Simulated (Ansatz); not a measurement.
# Ga3S: structure types compared, part 2 of 3

Aim: relax 2 candidate structures of Ga3S by the same steps and rank them by energy.

Ansatz 0.2.0; DFT PBE, scalar-relativistic, plane waves, PAW.

## 4. Full relaxation (candidate A)

Contents of input.yaml:

```yaml
crystal:
  lattice:
    - [4.9906342646, 0.0, 0.0]
    - [0.0, 4.9906342646, 0.0]
    - [0.0, 0.0, 4.9906342646]
  atoms:
    - { symbol: Ga, position: [0.5, 0.0, 0.0] }
    - { symbol: Ga, position: [0.0, 0.5, 0.0] }
    - { symbol: Ga, position: [0.0, 0.0, 0.5] }
    - { symbol: S, position: [0.0, 0.0, 0.0] }
basis:
  ecutwfc: 420
kpoints:
  mp_grid: { grid: [10, 10, 10] }
hamiltonian:
  xc: pbe
scf:
  occupations: { method: gaussian, width: 0.1 }
output:
  forces: true
  stress: true
  eigenvalues: true
relax:
  adjacent_minimum: "off"
  f_tol: 0.01
  max_steps: 80
  cell: { stress_tol: 0.05 }
```

Launch:

```console
> ansatz run input.yaml --threads 1 --pin off --max-ram 2560MiB --backend cpu --events-out ev --progress --plain --runs-dir out
```

Standard output:

```text
Warning: RAYON_NUM_THREADS=1 ignored (pool sized by the plan → 1); use --threads N
Engine: ansatz 0.2.0, x86_64-unknown-linux-gnu
Pseudopotentials: kind: paw
Pseudopotential: Ga, paw, valence charge 13, recommended cutoff 420 eV (normal), Ga.paw.azcp
Pseudopotential: S, paw, valence charge 6, recommended cutoff 420 eV (normal), S.paw.azcp
Functional definition: PBE
  parameter kappa = 0.804
  parameter beta = 0.06672455060314922
  exchange = pbe_x(kappa = kappa, mu = beta*pi^2/3)
  correlation = pbe_c(beta = beta)
Crystal: 4 atoms, lattice volume = 124.299 Å³
Basis set: ecut = 420 eV, 2469 PW (Γ), exchange–correlation on 72×72×72 points (8 copies of the dense FFT grid, shifted against one another)
Bands: 27, of which v1, the nominal top of the filled ones, is band 23 counted from 1 (22 counted from 0)
Symmetry: 48 space group operations
Space group: Pm-3m (ITA 221), of the structure as read, at distance tolerance 5.0e-5 Å
k-points: 56 of 1000
Non-local potential: Ga, projectors of the file, l = 0: 2, l = 1: 2, l = 2: 3, l = 3: 1
Non-local potential: S, projectors of the file, l = 0: 2, l = 1: 2, l = 2: 2
PAW form: soft (Blöchl's): semilocal exchange-correlation on the pseudo side does not see the compensation charge
PAW one-centre angular grid: Ga, 590 points (default); XC on 64 Gauss nodes
PAW one-centre angular grid: S, 110 points (default); XC on 64 Gauss nodes
Initial density: superposition of atomic densities (neutral atoms: chi_scale 0, normalization atom), corrected by the library's trained network
Initial wavefunctions: pseudopotential atomic-orbital guess
Functional: x = pbe(κ = 0.804, μ = 0.2195149727645171), c = pbe(β = 0.06672455060314922)
SCF iter   1: F=—  HF=-12248.819951 eV  |F-HF|=—  |Δ(HF+E_count)|=         —  Δρ=1.11e-2  dr2=4.81e-1  ethr=1.77e-3  ⟨swp⟩=6.3  Hψ=6096  notcnv=0
preconditioner: auto → LDOS  [metal: Δε(μ)=0.014 eV  Ē_g=13.671 eV  σ=0.100 eV  W_gap=0.08  n_scr=26 (ndim 8)  ℏωp=22.3 eV  f_vac=0.109  D(μ)=2.99/eV (n_scr^D=18)  β→1.0]
SCF iter   2: F=—  HF=-12248.716800 eV  |F-HF|=—  |Δ(HF+E_count)|=   1.03e-1  Δρ=3.97e-3  dr2=4.08e-2  ethr=1.07e-3  ⟨swp⟩=2.0  Hψ=2196  notcnv=0  defer=20
SCF iter   3: F=—  HF=-12248.712015 eV  |F-HF|=—  |Δ(HF+E_count)|=   4.79e-3  Δρ=1.13e-3  dr2=2.17e-3  ethr=9.07e-5  ⟨swp⟩=2.1  Hψ=1942  notcnv=0  defer=20
SCF iter   4: F=—  HF=-12248.712473 eV  |F-HF|=—  |Δ(HF+E_count)|=   4.58e-4  Δρ=1.51e-3  dr2=1.38e-3  ethr=4.81e-6  ⟨swp⟩=2.0  Hψ=2754  notcnv=0  defer=20
SCF iter   5: F=—  HF=-12248.710942 eV  |F-HF|=—  |Δ(HF+E_count)|=   1.53e-3  Δρ=8.13e-5  dr2=1.37e-5  ethr=3.07e-6  ⟨swp⟩=2.0  Hψ=2746  notcnv=0  defer=20
SCF iter   6: F=—  HF=-12248.711051 eV  |F-HF|=—  |Δ(HF+E_count)|=   1.09e-4  Δρ=1.54e-5  dr2=5.49e-7  ethr=3.05e-8  ⟨swp⟩=2.9  Hψ=2829  notcnv=0  defer=20
SCF iter   7: F=-12248.711051 eV  HF=-12248.711051 eV  |F-HF|=1.42e-9  |Δ(HF+E_count)|=   2.83e-8  Δρ=3.05e-6  dr2=1.50e-8  ethr=2.22e-10  ⟨swp⟩=6.6  Hψ=6809  notcnv=0
SCF 1 converged in 7 iterations: F = -12248.711051 eV  dr2 = 1.50e-8
relax step   1: F+E_penalty+E_count = -12248.71105082 eV  Δ(F+E_penalty+E_count) = +0.000e0 eV  max|allowed force component| = 1.254e-29 eV/Å  Δτ_max = 0.0000 Å  P = +2.139 GPa  Ω = 124.299 Å³  (7 SCF iters, dr2 threshold 1.00e-7 eV, accepted)
Crystal: 4 atoms, lattice volume = 130.593 Å³
Basis set: ecut = 420 eV, 2517 PW (Γ), exchange–correlation on 72×72×72 points (8 copies of the dense FFT grid, shifted against one another)
Initial density: handed on by an earlier stage of this run
Initial wavefunctions: those handed on with the density
iter 1 solved again at ethr=4.86e-5 eV; its pass at ethr=3.10e-3 eV (dr2=2.19e-2 eV) is discarded
SCF iter   1: F=—  HF=-12248.786793 eV  |F-HF|=—  |Δ(HF+E_count)|=         —  Δρ=2.59e-3  dr2=2.22e-2  ethr=4.86e-5  ⟨swp⟩=1.0  Hψ=7877  notcnv=0
preconditioner: auto → LDOS  [metal: Δε(μ)=0.009 eV  Ē_g=13.579 eV  σ=0.100 eV  W_gap=0.05  n_scr=26 (ndim 8)  ℏωp=21.8 eV  f_vac=0.133  D(μ)=3.62/eV (n_scr^D=26)  β→1.0]
SCF iter   2: F=—  HF=-12248.783312 eV  |F-HF|=—  |Δ(HF+E_count)|=   3.48e-3  Δρ=9.22e-4  dr2=2.90e-3  ethr=4.86e-5  ⟨swp⟩=2.6  Hψ=2533  notcnv=0
SCF iter   3: F=—  HF=-12248.783787 eV  |F-HF|=—  |Δ(HF+E_count)|=   4.75e-4  Δρ=1.21e-3  dr2=1.26e-3  ethr=6.44e-6  ⟨swp⟩=2.0  Hψ=2775  notcnv=0
SCF iter   4: F=—  HF=-12248.782629 eV  |F-HF|=—  |Δ(HF+E_count)|=   1.16e-3  Δρ=1.74e-4  dr2=7.59e-5  ethr=2.80e-6  ⟨swp⟩=2.0  Hψ=2770  notcnv=0
SCF iter   5: F=—  HF=-12248.782722 eV  |F-HF|=—  |Δ(HF+E_count)|=   9.33e-5  Δρ=3.36e-5  dr2=2.08e-6  ethr=1.69e-7  ⟨swp⟩=3.0  Hψ=2849  notcnv=0
SCF iter   6: F=-12248.782723 eV  HF=-12248.782723 eV  |F-HF|=5.58e-9  |Δ(HF+E_count)|=   4.65e-7  Δρ=6.49e-6  dr2=3.62e-8  ethr=8.89e-10  ⟨swp⟩=6.9  Hψ=7708  notcnv=0
SCF 2 converged in 6 iterations: F = -12248.782723 eV  dr2 = 3.62e-8
relax step   2: F+E_penalty+E_count = -12248.78272262 eV  Δ(F+E_penalty+E_count) = -7.167e-2 eV  max|allowed force component| = 9.943e-30 eV/Å  Δτ_max = 0.0000 Å  P = +1.599 GPa  Ω = 130.593 Å³  energy of the carried Pulay correction = -8.724e-4 eV  (6 SCF iters, dr2 threshold 4.00e-7 eV, accepted)
Crystal: 4 atoms, lattice volume = 150.296 Å³
Basis set: ecut = 420 eV, 2945 PW (Γ), exchange–correlation on 72×72×72 points (8 copies of the dense FFT grid, shifted against one another)
iter 1 solved again at ethr=2.21e-4 eV; its pass at ethr=3.10e-3 eV (dr2=9.96e-2 eV) is discarded
SCF iter   1: F=—  HF=-12248.914230 eV  |F-HF|=—  |Δ(HF+E_count)|=         —  Δρ=5.14e-3  dr2=9.99e-2  ethr=2.21e-4  ⟨swp⟩=1.0  Hψ=10408  notcnv=0
preconditioner: auto → LDOS  [metal: Δε(μ)=0.057 eV  Ē_g=13.359 eV  σ=0.100 eV  W_gap=0.31  n_scr=26 (ndim 8)  ℏωp=20.3 eV  f_vac=0.166  D(μ)=2.45/eV (n_scr^D=18)  β→1.0]
SCF iter   2: F=—  HF=-12248.897543 eV  |F-HF|=—  |Δ(HF+E_count)|=   1.67e-2  Δρ=1.26e-3  dr2=9.07e-3  ethr=2.21e-4  ⟨swp⟩=2.0  Hψ=1682  notcnv=0
SCF iter   3: F=—  HF=-12248.897509 eV  |F-HF|=—  |Δ(HF+E_count)|=   3.41e-5  Δρ=8.20e-4  dr2=7.66e-4  ethr=2.02e-5  ⟨swp⟩=2.0  Hψ=2771  notcnv=0
SCF iter   4: F=—  HF=-12248.896803 eV  |F-HF|=—  |Δ(HF+E_count)|=   7.06e-4  Δρ=3.67e-4  dr2=1.69e-4  ethr=1.70e-6  ⟨swp⟩=3.5  Hψ=3740  notcnv=0
SCF iter   5: F=—  HF=-12248.896754 eV  |F-HF|=—  |Δ(HF+E_count)|=   4.97e-5  Δρ=7.30e-5  dr2=1.19e-5  ethr=3.75e-7  ⟨swp⟩=2.0  Hψ=2760  notcnv=0
SCF iter   6: F=—  HF=-12248.896761 eV  |F-HF|=—  |Δ(HF+E_count)|=   6.89e-6  Δρ=1.24e-5  dr2=4.78e-7  ethr=2.64e-8  ⟨swp⟩=2.0  Hψ=2783  notcnv=0
SCF iter   7: F=-12248.896761 eV  HF=-12248.896761 eV  |F-HF|=7.16e-9  |Δ(HF+E_count)|=   4.42e-7  Δρ=3.35e-6  dr2=1.55e-8  ethr=8.89e-10  ⟨swp⟩=6.9  Hψ=7098  notcnv=0
SCF 3 converged in 7 iterations: F = -12248.896761 eV  dr2 = 1.55e-8
relax step   3: F+E_penalty+E_count = -12248.89676103 eV  Δ(F+E_penalty+E_count) = -1.140e-1 eV  max|allowed force component| = 3.546e-30 eV/Å  Δτ_max = 0.0000 Å  P = +0.160 GPa  Ω = 150.296 Å³  energy of the carried Pulay correction = -3.346e-3 eV  (7 SCF iters, dr2 threshold 4.00e-7 eV, accepted)
Crystal: 4 atoms, lattice volume = 153.244 Å³
iter 1 solved again at ethr=2.00e-6 eV; its pass at ethr=3.10e-3 eV (dr2=9.00e-4 eV) is discarded
SCF iter   1: F=—  HF=-12248.897308 eV  |F-HF|=—  |Δ(HF+E_count)|=         —  Δρ=4.92e-4  dr2=8.66e-4  ethr=2.00e-6  ⟨swp⟩=2.8  Hψ=9335  notcnv=0
preconditioner: auto → LDOS  [metal: Δε(μ)=0.065 eV  Ē_g=13.271 eV  σ=0.100 eV  W_gap=0.35  n_scr=26 (ndim 8)  ℏωp=20.1 eV  f_vac=0.189  D(μ)=2.41/eV (n_scr^D=18)  β→1.0]
SCF iter   2: F=—  HF=-12248.897181 eV  |F-HF|=—  |Δ(HF+E_count)|=   1.26e-4  Δρ=8.47e-5  dr2=3.82e-5  ethr=1.92e-6  ⟨swp⟩=2.0  Hψ=1781  notcnv=0
SCF iter   3: F=—  HF=-12248.897200 eV  |F-HF|=—  |Δ(HF+E_count)|=   1.83e-5  Δρ=3.54e-5  dr2=2.99e-6  ethr=8.50e-8  ⟨swp⟩=3.0  Hψ=2930  notcnv=0
SCF iter   4: F=—  HF=-12248.897201 eV  |F-HF|=—  |Δ(HF+E_count)|=   1.68e-6  Δρ=3.67e-5  dr2=1.48e-6  ethr=6.66e-9  ⟨swp⟩=3.0  Hψ=3760  notcnv=0
SCF iter   5: F=—  HF=-12248.897200 eV  |F-HF|=—  |Δ(HF+E_count)|=   1.42e-6  Δρ=5.84e-6  dr2=9.44e-8  ethr=3.28e-9  ⟨swp⟩=3.0  Hψ=3682  notcnv=0
SCF iter   6: F=-12248.897200 eV  HF=-12248.897200 eV  |F-HF|=3.29e-10  |Δ(HF+E_count)|=   5.57e-8  Δρ=1.08e-6  dr2=3.95e-9  ethr=1.43e-10  ⟨swp⟩=5.2  Hψ=5816  notcnv=0
SCF 4 converged in 6 iterations: F = -12248.897200 eV  dr2 = 3.95e-9
relax step   4: F+E_penalty+E_count = -12248.89719998 eV  Δ(F+E_penalty+E_count) = -4.389e-4 eV  max|allowed force component| = 2.284e-30 eV/Å  Δτ_max = 0.0000 Å  P = -0.069 GPa  Ω = 153.244 Å³  energy of the carried Pulay correction = -3.686e-3 eV  (6 SCF iters, dr2 threshold 6.43e-8 eV, accepted)
Crystal: 4 atoms, lattice volume = 152.342 Å³
iter 1 solved again at ethr=2.30e-7 eV; its pass at ethr=3.10e-3 eV (dr2=1.03e-4 eV) is discarded
SCF iter   1: F=—  HF=-12248.897503 eV  |F-HF|=—  |Δ(HF+E_count)|=         —  Δρ=1.59e-4  dr2=9.21e-5  ethr=2.30e-7  ⟨swp⟩=3.3  Hψ=9351  notcnv=0
preconditioner: auto → LDOS  [metal: Δε(μ)=0.048 eV  Ē_g=13.276 eV  σ=0.100 eV  W_gap=0.27  n_scr=26 (ndim 8)  ℏωp=20.2 eV  f_vac=0.189  D(μ)=2.33/eV (n_scr^D=18)  β→1.0]
SCF iter   2: F=—  HF=-12248.897513 eV  |F-HF|=—  |Δ(HF+E_count)|=   1.01e-5  Δρ=2.84e-5  dr2=2.79e-6  ethr=2.05e-7  ⟨swp⟩=2.0  Hψ=1844  notcnv=0
SCF iter   3: F=—  HF=-12248.897509 eV  |F-HF|=—  |Δ(HF+E_count)|=   3.92e-6  Δρ=2.02e-5  dr2=6.54e-7  ethr=6.19e-9  ⟨swp⟩=2.0  Hψ=2771  notcnv=0
SCF iter   4: F=—  HF=-12248.897509 eV  |F-HF|=—  |Δ(HF+E_count)|=   1.05e-7  Δρ=1.45e-5  dr2=2.46e-7  ethr=1.45e-9  ⟨swp⟩=3.1  Hψ=3815  notcnv=0
SCF iter   5: F=—  HF=-12248.897509 eV  |F-HF|=—  |Δ(HF+E_count)|=   1.74e-7  Δρ=3.26e-6  dr2=2.39e-8  ethr=5.46e-10  ⟨swp⟩=2.1  Hψ=2860  notcnv=0
SCF iter   6: F=-12248.897509 eV  HF=-12248.897509 eV  |F-HF|=4.29e-10  |Δ(HF+E_count)|=  4.60e-10  Δρ=4.53e-7  dr2=7.65e-10  ethr=2.67e-11  ⟨swp⟩=5.0  Hψ=6603  notcnv=0
SCF 5 converged in 6 iterations: F = -12248.897509 eV  dr2 = 7.65e-10
relax step   5: F+E_penalty+E_count = -12248.89750900 eV  Δ(F+E_penalty+E_count) = -3.090e-4 eV  max|allowed force component| = 5.119e-30 eV/Å  Δτ_max = 0.0000 Å  P = -0.003 GPa  Ω = 152.342 Å³  energy of the carried Pulay correction = -3.583e-3 eV  (6 SCF iters, dr2 threshold 1.20e-8 eV, accepted)
Initial wavefunctions: pseudopotential atomic-orbital guess (no wavefunctions were taken with the density)
iter 1 solved again at ethr=9.75e-7 eV; its pass at ethr=3.10e-3 eV (dr2=4.39e-4 eV) is discarded
SCF iter   1: F=—  HF=-12248.819055 eV  |F-HF|=—  |Δ(HF+E_count)|=         —  Δρ=1.45e-3  dr2=4.08e-4  ethr=9.75e-7  ⟨swp⟩=3.0  Hψ=9292  notcnv=0
preconditioner: auto → LDOS  [metal: Δε(μ)=0.058 eV  Ē_g=13.289 eV  σ=0.100 eV  W_gap=0.32  n_scr=26 (ndim 8)  ℏωp=20.2 eV  f_vac=0.189  D(μ)=2.37/eV (n_scr^D=18)  β→1.0]
SCF iter   2: F=—  HF=-12248.902334 eV  |F-HF|=—  |Δ(HF+E_count)|=   8.33e-2  Δρ=2.33e-4  dr2=2.27e-4  ethr=9.06e-7  ⟨swp⟩=2.4  Hψ=2783  notcnv=0
SCF iter   3: F=—  HF=-12248.901575 eV  |F-HF|=—  |Δ(HF+E_count)|=   7.59e-4  Δρ=1.67e-4  dr2=5.43e-5  ethr=5.05e-7  ⟨swp⟩=2.0  Hψ=2732  notcnv=0
SCF iter   4: F=—  HF=-12248.901706 eV  |F-HF|=—  |Δ(HF+E_count)|=   1.31e-4  Δρ=1.19e-4  dr2=2.63e-5  ethr=1.21e-7  ⟨swp⟩=2.0  Hψ=2320  notcnv=0
SCF iter   5: F=—  HF=-12248.902292 eV  |F-HF|=—  |Δ(HF+E_count)|=   5.87e-4  Δρ=1.44e-5  dr2=3.02e-7  ethr=5.85e-8  ⟨swp⟩=2.9  Hψ=2765  notcnv=0
SCF iter   6: F=—  HF=-12248.902296 eV  |F-HF|=—  |Δ(HF+E_count)|=   3.18e-6  Δρ=3.55e-6  dr2=9.54e-8  ethr=6.71e-10  ⟨swp⟩=3.0  Hψ=2977  notcnv=0
SCF iter   7: F=—  HF=-12248.902296 eV  |F-HF|=—  |Δ(HF+E_count)|=   1.83e-8  Δρ=2.07e-6  dr2=2.22e-8  ethr=2.12e-10  ⟨swp⟩=2.0  Hψ=1877  notcnv=0
SCF iter   8: F=—  HF=-12248.902296 eV  |F-HF|=—  |Δ(HF+E_count)|=   5.54e-9  Δρ=4.23e-7  dr2=9.14e-10  ethr=4.93e-11  ⟨swp⟩=2.0  Hψ=1829  notcnv=0
SCF iter   9: F=-12248.902296 eV  HF=-12248.902296 eV  |F-HF|=1.09e-11  |Δ(HF+E_count)|=  6.00e-11  Δρ=2.27e-8  dr2=6.65e-13  ethr=1.00e-12  ⟨swp⟩=3.2  Hψ=6103  notcnv=0
SCF 6 converged in 9 iterations: F = -12248.902296 eV  dr2 = 6.65e-13
relax step   6: F+E_penalty+E_count = -12248.90229561 eV  Δ(F+E_penalty+E_count) = -4.787e-3 eV  max|allowed force component| = 4.240e-30 eV/Å  Δτ_max = 0.0000 Å  P = +0.050 GPa  Ω = 152.342 Å³  stress off target by 4.96e-2 GPa  SCF on the basis re-selected at this cell (its energy is not comparable with the rows above)  (9 SCF iters)
basis re-selected at this cell: Δ(F+E_penalty+E_count) = -4.787e-3 eV, ΔP = +0.053 GPa vs the last step (what re-selecting the basis moved, of the pressure what is left beyond the Pulay correction that the steps carried, after the strain that the cell walked since its last selection, with what the two solves' SCF thresholds leave and, on support functions, any second-order correction that the steps lacked; it is no measure of the basis error at this ecutwfc). This SCF's stress stands 4.96e-2 GPa from its target on what of the cell is left free (relax.cell.stress_tol is 5.00e-2 GPa) and its largest allowed force component is 4.24e-30 eV/Å (relax.f_tol is 1.00e-2 eV/Å): within both
SCF converged after 9 iterations
Free energy (F): -12248.902296 eV
Harris-Foulkes:  -12248.902296 eV  (|F-HF|=1.09e-11)
Internal energy: -12248.890613 eV  (E = F + TS)
E sigma→0 (E₀):  -12248.896455 eV
Entropy (-TS):   -0.011682 eV (-2.921 meV/atom)
Fermi energy:    2.725443 eV
--- Per-component energies (eV) ---
  E_band       = -395.605452
  E_kinetic    = 443.762210
  E_local      = -7732.130725  (includes V_loc(G=0)·N_el)
  E_nonlocal   = 1290.457730
  E_hartree    = 3533.131905
  E_xc         = -301.692546
  E_vxc        = -255.914028  (∫ρ·V_xc dr)
  E_paw        = -6548.694715  (= ΣΔE_a)
  E_vpaw       = -1208.044067  (= ΣTr[D̂ρ^β])
  E_aug_tail   = -0.000331  (compensation charges beyond the density's cutoff)
  E_ewald      = -2933.724142
  E_smearing   = -0.011682  (= −TS)
  E_closure    = 0.000000  (closes the sum)
  Σ components = -12248.902296   (vs F -12248.902296, Δ=0.00e0)
--- Forces (eV/Å), atoms counted from 1 ---
  atom   1  Ga    -0.00000000     0.00000000     0.00000000
  atom   2  Ga    -0.00000000     0.00000000    -0.00000000
  atom   3  Ga     0.00000000    -0.00000000     0.00000000
  atom   4  S     -0.00000000     0.00000000     0.00000000
  max |Σ_I F_I| component: 4.83e-30 eV/Å
--- Stress (GPa, compression-positive) ---
        0.049565      -0.000000       0.000000
       -0.000000       0.049565      -0.000000
        0.000000      -0.000000       0.049565
  P = ⅓ Tr σ = 0.0496 GPa (0.496 kbar)
--- Band table (eV; the first three rows and the last of 56) ---
  k-point 0: bands = ["-12.3837", "-12.1944", "-12.1944", "-12.1858", "-12.1858", "-12.1858", "-12.1680", "-12.1580", "-12.1580", "-12.1580", "-12.1231", "-12.1231", "-12.1090", "-12.1090", "-12.1090", "-10.0998", "-2.2351", "-1.5292", "-1.5292", "-1.5292", "-1.4109", "-1.4109", "4.8928", "4.8928", "4.8928", "5.7368", "5.7368"]
  k-point 1: bands = ["-12.3767", "-12.1944", "-12.1938", "-12.1857", "-12.1857", "-12.1857", "-12.1686", "-12.1582", "-12.1570", "-12.1570", "-12.1247", "-12.1230", "-12.1104", "-12.1104", "-12.1090", "-10.1008", "-2.5033", "-1.8786", "-1.5166", "-1.5166", "-1.4019", "-0.6580", "4.7203", "4.8427", "4.8427", "5.5799", "5.6260"]
  k-point 2: bands = ["-12.3579", "-12.1942", "-12.1921", "-12.1854", "-12.1854", "-12.1852", "-12.1701", "-12.1586", "-12.1540", "-12.1540", "-12.1294", "-12.1230", "-12.1142", "-12.1142", "-12.1090", "-10.1034", "-3.0228", "-1.9231", "-1.4829", "-1.4829", "-1.3781", "0.3025", "4.3692", "4.6649", "4.6649", "5.2398", "5.4664"]
  k-point 55: bands = ["-12.1954", "-12.1883", "-12.1883", "-12.1883", "-12.1789", "-12.1789", "-12.1662", "-12.1662", "-12.1662", "-12.1260", "-12.1260", "-12.1260", "-12.1237", "-12.1237", "-12.1237", "-10.1646", "-3.5108", "-3.5108", "-3.5108", "2.0163", "2.0163", "2.0163", "2.9581", "2.9581", "2.9581", "5.4787", "6.0343"]
--- Relaxed structure (5 steps of the walk, 5 accepted, 1 SCFs on fresh bases) ---
  F+E_penalty+E_count = -12248.90229561 eV   max|allowed force component| = 4.240e-30 eV/Å   (the final SCF, on the basis selected at the relaxed cell)
  cell:  # Å, volume = 152.3419 Å³
    - [5.340801793493522, 1.4093393603458678e-33, -5.135813185032629e-34]
    - [2.5006996621653016e-33, 5.340801793493522, 5.617295671129437e-35]
    - [-5.135813185032629e-34, 5.617295671129437e-35, 5.340801793493522]
  atoms:
    - { symbol: Ga, position: [0.5, 2.975749317628247e-46, 2.4862057333277604e-47] }
    - { symbol: Ga, position: [2.174989010484625e-46, 0.5, 1.608603440768988e-47] }
    - { symbol: Ga, position: [3.4142965512601744e-46, -1.2358596742995303e-46, 0.5] }
    - { symbol: S, position: [3.661090181511406e-46, -1.4401461034187768e-46, -2.6323654282244035e-47] }
```

Run time: 2.6 min. Hardware: 1 thread of AMD EPYC (Zen 3), shared host; peak memory 0.52 GiB.

Relaxation path:

| step | energy from step 1 (eV/cell) | largest force component (eV/Å) | pressure (GPa) | volume (Å³) |
| --- | --- | --- | --- | --- |
| 1 | 0.0000 | 0.0000 | 2.14 | 124.30 |
| 2 | -0.0717 | 0.0000 | 1.60 | 130.59 |
| 3 | -0.1857 | 0.0000 | 0.16 | 150.30 |
| 4 | -0.1861 | 0.0000 | -0.07 | 153.24 |
| 5 | -0.1865 | 0.0000 | 0.00 | 152.34 |
| 6 | -0.1912 | 0.0000 | 0.05 | 152.34 |

Step 1 is the start. Step 6 repeats the geometry before it on a plane-wave basis chosen anew for that cell, so its energy need not be comparable with the rows above.

|  | before | after | change |
| --- | --- | --- | --- |
| a (Å) | 4.991 | 5.341 | +7.0 % |
| b (Å) | 4.991 | 5.341 | +7.0 % |
| c (Å) | 4.991 | 5.341 | +7.0 % |
| volume (Å³/atom) | 31.07 | 38.09 | +22.6 % |
| shortest distance (Å) | 2.495 | 2.670 | +7.0 % |
| space group (0.01 Å) | Pm-3m | Pm-3m | same |

Forces and stress were held to the start's 48 operations: a distortion of lower symmetry was not tested.

## 5. Variant: mp_grid.grid [12, 12, 12], mp_grid.shift [0.5, 0.5, 0.5], xc r2scan, ecutwfc left out

Contents of input.yaml:

```yaml
crystal:
  lattice:
    - [5.3408017935, 0.0, 0.0]
    - [0.0, 5.3408017935, 0.0]
    - [0.0, 0.0, 5.3408017935]
  atoms:
    - { symbol: Ga, position: [0.5, 0.0, 0.0] }
    - { symbol: Ga, position: [0.0, 0.5, 0.0] }
    - { symbol: Ga, position: [0.0, 0.0, 0.5] }
    - { symbol: S, position: [0.0, 0.0, 0.0] }
kpoints:
  mp_grid: { grid: [12, 12, 12], shift: [0.5, 0.5, 0.5] }
hamiltonian:
  xc: r2scan
scf:
  occupations: { method: gaussian, width: 0.1 }
output:
  forces: true
  eigenvalues: true
  stress: true
```

Launch:

```console
> ansatz run input.yaml --threads 1 --pin off --max-ram 2560MiB --backend cpu --events-out ev --progress --plain --runs-dir out
```

Standard output, cut to the lines that bear on the results:

```text
Warning: RAYON_NUM_THREADS=1 ignored (pool sized by the plan → 1); use --threads N
[...]
Pseudopotentials: kind: paw
Pseudopotential: Ga, paw, valence charge 13, recommended cutoff 500 eV (meta_gga), Ga.paw.azcp
Pseudopotential: S, paw, valence charge 6, recommended cutoff 500 eV (meta_gga), S.paw.azcp
Functional definition: r2SCAN
[...]
Crystal: 4 atoms, lattice volume = 152.342 Å³
[...]
  atom   1  Ga     0.00000000    -0.00000000     0.00000000
  atom   2  Ga     0.00000000    -0.00000000     0.00000000
  atom   3  Ga     0.00000000     0.00000000    -0.00000000
  atom   4  S     -0.00000000     0.00000000    -0.00000000
[...]
--- Stress (GPa, compression-positive) ---
       -0.770500       0.000000       0.000000
        0.000000      -0.770500       0.000000
        0.000000       0.000000      -0.770500
  P = ⅓ Tr σ = -0.7705 GPa (-7.705 kbar)
--- Band table (eV; the first three rows and the last of 56) ---
[... band rows left out ...]
[...]
```

Run time: 59 s. Hardware: 1 thread of AMD EPYC (Zen 3), shared host; peak memory 0.79 GiB.

| run | ending | energy change | pressure (GPa) | gap (eV) | force (eV/Å) | cycles | time |
| --- | --- | --- | --- | --- | --- | --- | --- |
| step 4 | converged | - | 0.0 | 0.00 | 0.00 | - | 2.6 min |
| variant | converged | not comparable | -0.8 | 0.00 | 0.00 | 8 | 59 s |

After a change of functional the difference of the totals has no physical meaning; the pressure goes from 0.0 to -0.8 GPa. The k-point mesh and cutoff changed too.

[end of part 2 of 3]
